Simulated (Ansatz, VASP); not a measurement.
TePb in VASP and in Ansatz

File INCAR:

```
SYSTEM = TePb
PREC     = Accurate       ! precision mode
ENCUT    = 520            ! plane-wave cutoff, eV
EDIFF    = 1E-7           ! SCF threshold, eV
ISMEAR   = 0              ! smearing method
SIGMA    = 0.01           ! smearing width, eV
LREAL    = .False.        ! projectors in reciprocal space
LASPH    = .True.         ! aspherical terms in the spheres
NELM     = 100            ! most SCF steps
ALGO     = Normal         ! electronic algorithm
ISIF     = 2              ! what is computed and relaxed
LWAVE    = .False.        ! write WAVECAR
LCHARG   = .False.        ! write CHGCAR
GGA      = B5             ! functional
ALDAX    = 1.0          
AGGAX    = 1.0          
AGGAC    = 1.0          
ALDAC    = 0.0          
NBANDS   = 17             ! bands
```

File KPOINTS:

```
regular mesh
0
Gamma
  5 5 5
  0 0 0
```

The input POSCAR:

```
TePb
1.0
    0.0000000000      3.2310000000      3.2310000000
    3.2310000000      0.0000000000      3.2310000000
    3.2310000000      3.2310000000      0.0000000000
Te Pb
1 1
Direct
    0.5000000000      0.5000000000      0.5000000000
    0.0000000000      0.0000000000      0.0000000000
```

Input for Ansatz:

```yaml
crystal:
  lattice:
    - [0.0, 3.231, 3.231]
    - [3.231, 0.0, 3.231]
    - [3.231, 3.231, 0.0]
  atoms:
    - { symbol: Te, position: [0.5, 0.5, 0.5] }
    - { symbol: Pb, position: [0.0, 0.0, 0.0] }
accuracy: low
basis:
  ecutwfc: 420.0
kpoints:
  mp_grid:
    grid: [5, 5, 5]
    shift: [0.0, 0.0, 0.0]
hamiltonian:
  xc: blyp
scf:
  n_extra_bands: 8
  occupations:
    method: fixed
output:
  stress: true
```

Alike in both runs: task single point; functional BLYP; k mesh 5 × 5 × 5; no spin polarisation.

|  | VASP | Ansatz |
| --- | --- | --- |
| version | VASP 6.6.1 | Ansatz 0.2.0 |
| potentials or method | VASP PAW PBE potentials, release 64 (Te, Pb_d) | plane waves, PAW |
| plane-wave cutoff (eV) | 520 | 420 |
| occupations | gaussian, width 0.01 eV | fixed |
| valence electrons in the cell | 20 | 30 |

|  | VASP | Ansatz | Ansatz less VASP |
| --- | --- | --- | --- |
| pressure (GPa) | 5.5 | 5.3 | -0.16 |

The two sets of potentials don't hold the same shells in valence.

Caveats: the PAW data sets were made with another functional, which shifts forces and pressure a little (VASP). The runs have no spin-orbit coupling, so splittings on Pb, Te are missing.
